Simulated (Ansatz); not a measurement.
# Ni: starts and ends of a spin-polarised SCF

Is Ni magnetic at this level, in which order, and do all starts find it? Single-point runs from several starts follow. System: Ni, its deposited structure (space group Fm-3m, primitive cell doubled); the cell holds 2 atoms. Source: COD entry 2100643; the sample's temperature and pressure aren't taken into account.

Computed with Ansatz 0.2.0 (DFT HSE06, PAW, plane waves, scalar-relativistic, unless a step's input says otherwise).

2 further runs of the same task are left out: 2 for a known fault of the program.

## 1. The starting structure

Symmetry: Fm-3m, No. 225, cubic system. The conventional cell has a = 3.531 Å, b = 3.531 Å, c = 3.531 Å, α = 90.00°, β = 90.00°, γ = 90.00°. Ni (site symmetry m-3m) is surrounded by 12 Ni at 2.50 Å.

Structure file:

```xyz
2
Lattice="0.0000 1.7657 1.7657 3.5315 0.0000 3.5315 1.7657 1.7657 0.0000" Properties=species:S:1:pos:R:3 pbc="T T T"
Ni    0.0000    0.0000    0.0000
Ni    1.7657    0.0000    1.7657
```

Labels such as Ni2 number the atoms in the order of the input file.

First come: parallel moments, plain SCF; no spin polarisation; spin on, no moments given (the program may seed its own), plain SCF. Further starts follow from what these give.

“Plain SCF” means no search for lower states. Under a hybrid the search levels only allow a further exchange loop from another filling of the frontier levels; the end state isn't tested for a lower one. Iterations are summed over the PBE start and the exchange cycles. 

Moments by site are taken inside atomic spheres; the rest lies between them.

## 2. Parallel moments, plain SCF

input.yaml reads:

```yaml
crystal:
  lattice:
    - [0.0, 1.76575, 1.76575]
    - [3.5315, 0.0, 3.5315]
    - [1.76575, 1.76575, 0.0]
  atoms:
    - { symbol: Ni, position: [0.0, 0.0, 0.0], spin: 2.0 }
    - { symbol: Ni, position: [0.0, 0.5, 0.0], spin: 2.0 }
magnetization:
  spin_polarized: true
hamiltonian:
  xc: hse06
  pseudopotentials: { kind: paw }
basis:
  ecutwfc: 420
kpoints:
  mp_grid: { grid: [6, 3, 6] }
scf:
  occupations: { method: gaussian, width: 0.1 }
  lower_state_search: "off"
output:
  forces: true
  stress: true
  write_density: true
  write_potential: true
  elf: true
  volumetric_format: npy
```

The run is started by

```
ansatz run input.yaml --threads 4 --pin off --max-ram 10240MiB --backend cpu --events-out ev --progress --plain --runs-dir out
```

Log:

```text
Warning: output.stress: scf.convergence.dr2_threshold = 1e-7 eV (the SCF's general default) is looser than the 2e-10 eV advised for a printed stress (1e-10 eV for each atom of the cell: 2). What an SCF threshold leaves in a stress goes as its square root, and in the free energy as the threshold itself, and one threshold admits the most on a small cell: of the crystals measured, under no hybrid functional and no lock of the moments, on runs that ended without the residual-converged pass, on stresses that held no estimate of that error, the worst erred by over 100 MPa in a component at 1e-7 eV an atom and by under 5 at 1e-10. Set scf.convergence.dr2_threshold to 2e-10 eV or tighter. The threshold is an SCF's pass mark: one that does not reach it within its budget of iterations ends unconverged, or closes short of it on a stop that the run arms, and scf.convergence.dr2_threshold's page says what that costs each kind of run
Warning: output.stress: scf.exx.energy_threshold = 1e-6 eV is looser than the 2e-8 eV advised for a stress under a hybrid functional (1e-8 eV for each atom of the cell: 2). Every SCF of the exchange loop can meet its threshold on dr2 while the loop round them stops early: no threshold on dr2 bounds what that leaves in the stress. Set scf.exx.energy_threshold to 2e-8 eV or tighter. The threshold is the loop's pass mark: a loop that does not reach it within its budget of cycles ends unconverged, and scf.exx.energy_threshold's page has the law
Engine: ansatz 0.2.0, x86_64-unknown-linux-gnu
Pseudopotentials: kind: paw
Pseudopotential: Ni, paw, valence charge 18, recommended cutoff 420 eV (normal), Ni.paw.azcp
Functional definition: HSE06
  parameter a = 0.25
  parameter omega = 0.11/bohr
  exchange = pbe_x - a*pbe_x_sr(omega) + a*exact_x_sr(omega)
  correlation = pbe_c
Crystal: 2 atoms, lattice volume = 22.022 Å³
Basis set: ecut = 420 eV, 409 PW (Γ), exchange–correlation on 36×72×36 points (8 copies of the dense FFT grid, shifted against one another)
Bands: 24, of which v1, the nominal top of the filled ones, is band 18 counted from 1 (17 counted from 0)
Symmetry: 24 space group operations
Space group: Fm-3m (ITA 225), of the structure as read, at distance tolerance 2.8e-5 Å
Magnetic group: BNS 225.116 (UNI 1618), of the structure as read, at distance tolerance 2.8e-5 Å
k-points: 16 of 108
Non-local potential: Ni, projectors of the file, l = 0: 3, l = 1: 2, l = 2: 3, l = 3: 1
PAW form: soft (Blöchl's): semilocal exchange-correlation on the pseudo side does not see the compensation charge
PAW frozen core: Ni, regenerated for the run's functional, and the local potential with it (the file was generated under x = pbe(κ = 0.804, μ = 0.2195149727645171), c = pbe(β = 0.06672455060314922))
PAW one-centre angular grid: Ni, 590 points (default); XC on 96 Gauss nodes
Initial density: superposition of atomic densities (chi_scale 0.1, normalization cell)
Starting moments: Σ|m| = 4 μB on 2 of 2 sites
Initial wavefunctions: pseudopotential atomic-orbital guess
Functional: x = pbe(κ = 0.804, μ = 0.2195149727645171), c = pbe(β = 0.06672455060314922), warm-up for x = pbe(κ = 0.804, μ = 0.2195149727645171) + 0.25 (exact − pbe) at short range (hse, ω = 0.20786987370883472 Å⁻¹), c = pbe(β = 0.06672455060314922); [...]
iter 1 solved again at ethr=4.86e-5 eV; its pass at ethr=1.00e-1 eV (dr2=1.75e-2 eV) is discarded
SCF iter   1: F=—  HF=-11678.814438 eV  |F-HF|=—  |Δ(HF+E_count)|=         —  Δρ=1.37e-1 (↑1.25e-1 ↓1.37e-1)  dr2=2.09e-2  dr2_m=3.45e0  M=1.690 μB ∫|m|=1.989 μB  β_m=0.30  ethr=4.86e-5  ⟨swp⟩=7.2  Hψ=5275  notcnv=0
Mixer restart at iter 1: flushing history
preconditioner: auto → none  [insulator: Δε(μ)=0.102 eV  Ē_g=11.647 eV  σ=0.100 eV  W_gap=0.51  n_scr=8 (ndim 8)  ℏωp=35.4 eV  f_vac=0.000  D(μ)=3.22/eV (n_scr^D=48)]
spin-set hold released at iteration 1 (the charge has settled, or the pull on large starting moments outlasts its swing): the magnetisation degrees of freedom join the quasi-Newton model from the next iteration; the mixer history was flushed
SCF iter   2: F=—  HF=-11679.089651 eV  |F-HF|=—  |Δ(HF+E_count)|=   2.75e-1  Δρ=1.24e-1 (↑1.11e-1 ↓1.24e-1)  dr2=2.49e-2  dr2_m=2.78e0  M=1.322 μB ∫|m|=1.712 μB  β_m=0.25  ethr=4.86e-5  ⟨swp⟩=2.6  Hψ=1675  notcnv=0
SCF iter   3: F=—  HF=-11679.543397 eV  |F-HF|=—  |Δ(HF+E_count)|=   4.54e-1  Δρ=2.13e-2 (↑2.13e-2 ↓2.02e-2)  dr2=2.19e-1  dr2_m=5.44e-4  M=1.278 μB ∫|m|=1.526 μB  β_m=0.41  ethr=4.86e-5  ⟨swp⟩=3.7  Hψ=2296  notcnv=0
iter 4 solved again at ethr=4.63e-6 eV; its pass at ethr=4.86e-5 eV (dr2=1.67e-3 eV) is discarded
SCF iter   4: F=—  HF=-11679.390271 eV  |F-HF|=—  |Δ(HF+E_count)|=   1.53e-1  Δρ=3.65e-2 (↑3.36e-2 ↓3.65e-2)  dr2=1.67e-3  dr2_m=2.48e-1  M=0.884 μB ∫|m|=1.143 μB  β_m=0.40  ethr=4.63e-6  ⟨swp⟩=2.0  Hψ=3587  notcnv=0
SCF iter   5: F=—  HF=-11679.487705 eV  |F-HF|=—  |Δ(HF+E_count)|=   9.74e-2  Δρ=1.79e-2 (↑1.63e-2 ↓1.79e-2)  dr2=6.39e-4  dr2_m=5.89e-2  M=1.274 μB ∫|m|=1.492 μB  β_m=0.43  ethr=4.63e-6  ⟨swp⟩=3.3  Hψ=1866  notcnv=0
SCF iter   6: F=—  HF=-11679.497315 eV  |F-HF|=—  |Δ(HF+E_count)|=   9.61e-3  Δρ=2.05e-3 (↑8.91e-4 ↓2.05e-3)  dr2=1.38e-4  dr2_m=4.04e-4  M=1.278 μB ∫|m|=1.510 μB  β_m=0.71  ethr=1.77e-6  ⟨swp⟩=3.3  Hψ=1672  notcnv=0
SCF iter   7: F=—  HF=-11679.497641 eV  |F-HF|=—  |Δ(HF+E_count)|=   3.26e-4  Δρ=5.46e-4 (↑1.94e-4 ↓5.46e-4)  dr2=1.36e-5  dr2_m=2.13e-5  M=1.278 μB ∫|m|=1.502 μB  β_m=0.86  ethr=3.84e-7  ⟨swp⟩=3.3  Hψ=1702  notcnv=0
[... 6 lines left out ...]
SCF 1 converged in 13 iterations: F = -11679.497682 eV  dr2 = 2.48e-11
Initial density: handed on by an earlier stage of this run
Starting moments: Σ|m| = 4 μB on 2 of 2 sites; this step starts from the density that it was given
Initial wavefunctions: those handed on with the density
Functional: x = pbe(κ = 0.804, μ = 0.2195149727645171) + 0.25 (exact − pbe) at short range (hse, ω = 0.20786987370883472 Å⁻¹), c = pbe(β = 0.06672455060314922); HSE06 as pw.x's `hse` composes it (authors' and Libxc's form: `xc: wpbeh`)
Exchange kernel: α = 0.2500, screened, ω = 0.2079 Å⁻¹, Wigner–Seitz truncation, v(0) = 1015.9072 eV·Å³, q-mesh 6×3×6, nearest image of the exchange supercell L = 14.98 Å, pair-density grid 12×24×12, without the augmentation charges, whose exchange is taken in its separable form by FFT convolution over the k-point  [...]
Frozen-core exchange: fock
[... 3 lines left out ...]
preconditioner: auto → none  [insulator: Δε(μ)=0.151 eV  Ē_g=13.697 eV  σ=0.100 eV  W_gap=0.71  n_scr=8 (ndim 8)  ℏωp=35.4 eV  f_vac=0.000  D(μ)=2.35/eV (n_scr^D=28)]
[... 10 lines left out ...]
SCF 2 stopped early in 11 iterations: F = -11675.278644 eV  dr2 = 1.56e-5
hybrid outer 1: dexx = +3.895e-1 eV, tail = 1.36e-3 eV
[... 1 line as in an earlier run ...]
Frozen-core exchange: fock
[... 1 line left out ...]
preconditioner: auto → none  [insulator: Δε(μ)=0.239 eV  Ē_g=13.594 eV  σ=0.100 eV  W_gap=0.65  n_scr=8 (ndim 8)  ℏωp=35.4 eV  f_vac=0.000  D(μ)=1.37/eV (n_scr^D=16)]
[... 2 lines left out ...]
SCF iter   4: F=—  HF=-11675.281252 eV  |F-HF|=—  |Δ(HF+E_count)|=   2.28e-7  Δρ=1.10e-5 (↑4.23e-6 ↓1.10e-5)  dr2=1.18e-6  dr2_m=8.64e-9  M=1.278 μB ∫|m|=2.058 μB  β_m=0.74  ethr=3.74e-10  ⟨swp⟩=3.1  Hψ=1813  notcnv=0
SCF iter   5: F=—  HF=-11675.281264 eV  |F-HF|=—  |Δ(HF+E_count)|=   1.18e-5  Δρ=5.58e-5 (↑5.58e-5 ↓1.49e-5)  dr2=5.55e-7  dr2_m=1.33e-7  M=1.278 μB ∫|m|=2.058 μB  β_m=0.74  ethr=2.97e-11  ⟨swp⟩=5.0  Hψ=2993  notcnv=0
SCF iter   6: F=—  HF=-11675.281264 eV  |F-HF|=—  |Δ(HF+E_count)|=   5.54e-8  Δρ=1.02e-5 (↑1.02e-5 ↓4.76e-6)  dr2=6.71e-8  dr2_m=5.87e-9  M=1.278 μB ∫|m|=2.059 μB  β_m=0.72  ethr=2.97e-11  ⟨swp⟩=4.1  Hψ=2355  notcnv=0
SCF iter   7: F=—  HF=-11675.281264 eV  |F-HF|=—  |Δ(HF+E_count)|=  4.62e-10  Δρ=2.54e-6 (↑2.54e-6 ↓2.30e-6)  dr2=5.36e-8  dr2_m=8.43e-10  M=1.278 μB ∫|m|=2.059 μB  β_m=0.86  ethr=2.97e-11  ⟨swp⟩=3.1  Hψ=1672  notcnv=0
SCF iter   8: F=—  HF=-11675.281264 eV  |F-HF|=—  |Δ(HF+E_count)|=   3.23e-7  Δρ=1.63e-5 (↑1.63e-5 ↓9.19e-6)  dr2=7.63e-9  dr2_m=3.24e-8  M=1.278 μB ∫|m|=2.059 μB  β_m=0.86  ethr=1.88e-12 (applied; sched 1.50e-12)  ⟨swp⟩=5.0  Hψ=2732  notcnv=0
SCF iter   9: F=-11675.281264 eV  HF=-11675.281264 eV  |F-HF|=2.73e-11  |Δ(HF+E_count)|=   8.30e-9  Δρ=7.94e-7 (↑5.55e-7 ↓7.94e-7)  dr2=1.46e-9  dr2_m=8.40e-11  M=1.278 μB ∫|m|=2.059 μB  ethr=1.55e-12 (applied; sched 1.50e-12)  ⟨swp⟩=4.3  Hψ=2267  notcnv=0
SCF 3 converged in 9 iterations: F = -11675.281264 eV  dr2 = 1.46e-9
  Residual-converged pass: ⟨swp⟩=1.6  Hψ=796  notcnv=0  max |occ|·‖R‖ = 2.3e-6 eV (tolerance 2.4e-6 eV)  dr2=1.46e-9  dr2_m=8.38e-11  dr2_onsite=3.63e-10  max |Δocc| = 4.1e-13
hybrid outer 2: dexx = +1.614e-5 eV, tail = 1.71e-6 eV, Δε = 1.68e-2 eV (about 1.02e-3 eV left of the loop's levels)
[... 1 line as in an earlier run ...]
Frozen-core exchange: fock
SCF iter   1: F=—  HF=-11675.281267 eV  |F-HF|=—  |Δ(HF+E_count)|=         —  Δρ=1.88e-5 (↑1.70e-5 ↓1.88e-5)  dr2=1.69e-8  dr2_m=6.04e-8  M=1.278 μB ∫|m|=2.059 μB  β_m=0.30  ethr=2.37e-8  ⟨swp⟩=2.1  Hψ=1540  notcnv=0
preconditioner: auto → none  [insulator: Δε(μ)=0.239 eV  Ē_g=13.593 eV  σ=0.100 eV  W_gap=0.65  n_scr=8 (ndim 8)  ℏωp=35.4 eV  f_vac=0.000  D(μ)=1.36/eV (n_scr^D=16)]
SCF iter   2: F=—  HF=-11675.281267 eV  |F-HF|=—  |Δ(HF+E_count)|=   2.79e-8  Δρ=3.38e-6 (↑2.88e-6 ↓3.38e-6)  dr2=1.84e-8  dr2_m=1.69e-9  M=1.278 μB ∫|m|=2.059 μB  β_m=0.65  ethr=6.42e-12  ⟨swp⟩=5.0  Hψ=2675  notcnv=0
SCF iter   3: F=—  HF=-11675.281267 eV  |F-HF|=—  |Δ(HF+E_count)|=   8.17e-8  Δρ=8.44e-6 (↑5.03e-6 ↓8.44e-6)  dr2=3.72e-9  dr2_m=8.77e-9  M=1.278 μB ∫|m|=2.059 μB  β_m=0.65  ethr=1.73e-12 (applied; sched 1.00e-12)  ⟨swp⟩=5.0  Hψ=2441  notcnv=0
SCF iter   4: F=-11675.281267 eV  HF=-11675.281267 eV  |F-HF|=7.46e-11  |Δ(HF+E_count)|=   1.79e-9  Δρ=1.60e-6 (↑1.60e-6 ↓8.65e-7)  dr2=3.28e-9  dr2_m=2.79e-10  M=1.278 μB ∫|m|=2.059 μB  ethr=1.41e-12 (applied; sched 1.00e-12)  ⟨swp⟩=4.0  Hψ=1931  notcnv=0
SCF 4 converged in 4 iterations: F = -11675.281267 eV  dr2 = 3.28e-9
  Residual-converged pass: ⟨swp⟩=2.0  Hψ=1000  notcnv=0  max |occ|·‖R‖ = 2.4e-6 eV (tolerance 2.4e-6 eV)  dr2=3.28e-9  dr2_m=2.80e-10  dr2_onsite=5.28e-10  max |Δocc| = 2.2e-13
hybrid outer 3: dexx = +1.167e-7 eV, tail = 8.99e-9 eV, Δε = 1.01e-3 eV (about 1.42e-4 eV left of the loop's levels), ΔF = 1.10e-29 eV/Å (tail 5.10e-30)
the last iteration of the SCF fills more bands at one k-point than at another: 18 at σ=↑ k=7 and 20 at σ=↑ k=0; 15 at σ=↓ k=3 and 20 at σ=↓ k=4 (a band counts as filled where it holds over half of its capacity, the bands of one level by their mean; [...]
this state was not tested for a lower state beside it, because the functional holds exact exchange (a hybrid, or Hartree-Fock), whose exchange loop this test does not read (fock_operator); [...]
hybrid SCF converged: 3 outer / 24 inner (+13 warm-up), last move |dexx| = 1.17e-7 eV, tail = 8.99e-9 eV
Magnetization: 1.2777 μB (18.6388 up, 17.3612 down)
Absolute magnetization: 2.0591 μB (∫|ρ↑−ρ↓|, with the PAW one-centre terms)
Spin contamination: 0.1232 ħ² per cell (⟨S²⟩ above its minimum at these occupations)
Per-site moments (μB) at R_I (Å): [(0.7741603713798678, 1.0300733840761207), (0.7741603713798678, 1.0300733840761207)]
Free energy (F): -11675.281267 eV
Frozen-core exchange: fock
Harris-Foulkes:  -11675.281267 eV  (|F-HF|=7.46e-11)
Internal energy: -11675.274463 eV  (E = F + TS)
E sigma→0 (E₀):  -11675.277865 eV
Entropy (-TS):   -0.006804 eV (-3.402 meV/atom)
Fermi energy:    17.790573 eV
--- Per-component energies (eV) ---
  E_band       = -687.005189
  E_kinetic    = 567.405162
  E_local      = -6941.438726  (includes V_loc(G=0)·N_el)
  E_nonlocal   = 1284.433947
  E_hartree    = 2908.137676
  E_xc         = -136.132837
  E_vxc        = -173.727950  (∫ρ·V_xc dr)
  E_exx        = -191.157310  (= α·E_x^exact, valence–valence)
  E_paw        = -3109.002901  (= ΣΔE_a)
  E_vpaw       = -857.640429  (= ΣTr[D̂ρ^β])
  E_aug_tail   = 0.000947  (compensation charges beyond the density's cutoff)
  E_ewald      = -6057.087881
  E_core_change = -0.432539  (= ΣΔE_core)
  E_smearing   = -0.006804  (= −TS)
  E_closure    = -0.000000  (closes the sum)
  Σ components = -11675.281267   (vs F -11675.281267, Δ=1.82e-12)
--- Forces (eV/Å), atoms counted from 1 ---
  atom   1  Ni     0.00000000    -0.00000000     0.00000000
  atom   2  Ni     0.00000000     0.00000000     0.00000000
  max |Σ_I F_I| component: 4.23e-29 eV/Å
--- Stress (GPa, compression-positive) ---
       -7.090578       0.000151      -0.000151
        0.000151      -7.090578       0.000151
       -0.000151       0.000151      -7.090578
  P = ⅓ Tr σ = -7.0906 GPa (-70.906 kbar)
--- Band table (eV; the first three rows and the last of 32) ---
  k-point 0 ↑: bands = ["-92.2166", "-92.1811", "-51.1554", "-50.9569", "-50.9569", "-50.9149", "-50.9148", "-50.9148", "7.8755", "11.2108", "13.3397", "13.3398", "13.3398", "13.4540", "13.4540", "14.7284", "14.7284", "15.4453", "15.4453", "17.5780", "23.8877"]
  k-point 1 ↑: bands = ["-92.2078", "-92.1782", "-51.1325", "-50.9909", "-50.9746", "-50.9704", "-50.9255", "-50.9254", "9.0452", "11.7169", "13.1510", "13.1702", "13.5435", "13.5436", "13.8110", "13.9009", "14.6929", "14.6929", "15.4534", "19.2975", "25.2048"]
  k-point 2 ↑: bands = ["-92.1900", "-92.1724", "-51.1210", "-51.0942", "-51.0247", "-50.9977", "-50.9463", "-50.9462", "11.0308", "11.7599", "12.0132", "13.5708", "13.5709", "14.3346", "14.3534", "14.9082", "15.0823", "15.0824", "15.4745", "20.3740", "29.1064"]
  k-point 15 ↓: bands = ["-90.7636", "-90.7635", "-49.6076", "-49.5792", "-49.5773", "-49.5378", "-49.4704", "-49.4593", "13.0170", "13.0358", "13.9671", "14.1090", "15.0969", "15.4029", "15.4029", "15.4086", "18.2039", "18.4339", "23.3257", "23.3656", "25.4859"]
  guard bands above this table: 3 of the run's 24 bands. The solve was not asked for them (output.publish_guard_bands: true or output.eigenvalues: true publishes all)
```

Wall time 25 s (4 threads of AMD EPYC (Zen 3), shared host); peak memory 0.58 GiB.

End: ferromagnetic, site moments Ni1 0.77, Ni2 0.77 μB, total 1.28 μB per cell, no gap on the k-mesh.

Density in a lattice plane of the grid's cell (edges 4.99 and 2.50 Å, at 0.000 of the third edge), which holds Ni. It is the smooth density of the valence electrons, not physical close to the nuclei.

Values in e/Å³, 6 rows by 12 columns:
```
14.70 13.80  1.77  0.34  0.35  2.14 14.35 13.48  1.93  0.34  0.34  1.88
 0.97  1.88  0.87  0.34  0.26  0.36  1.00  1.81  0.88  0.34  0.26  0.35
 0.32  0.35  0.34  0.31  0.34  0.34  0.32  0.34  0.34  0.31  0.34  0.35
 0.97  0.35  0.26  0.34  0.88  1.81  1.00  0.36  0.26  0.34  0.87  1.88
14.70  1.88  0.34  0.34  1.93 13.48 14.35  2.14  0.35  0.34  1.77 13.80
60.84 14.26  0.91  0.32  1.05 15.85 55.44 15.85  1.05  0.32  0.91 14.26
```
Columns run along the first of these edges and rows up along the second, over one cell in 12 and 6 even steps from the bottom left corner. Atoms in the plane (fractional): Ni at (0.00, 0.00), Ni at (0.50, 1.00).

Spin density (up less down) in a lattice plane of the grid's cell (edges 4.99 and 2.50 Å, at 0.000 of the third edge), which holds Ni.

Ten even steps from ' ' (-0.04 e/Å³) to '@' (3.72 e/Å³):
```
++++--..            ..--++++--..              ::
..::..                  ..::..                  
                                                
                                                
                                                
                                                
                                                
..                  ..::..                  ..::
++::              ..--++++--..            ..--++
@@**::              ::**@@**::              ::**
```
Columns run along the first of these edges and rows up along the second, over one cell in 24 and 10 even steps from the bottom left corner. Atoms in the plane (fractional): Ni at (0.00, 0.00), Ni at (0.50, 1.00).

(Part 1 of 3 ends here.)
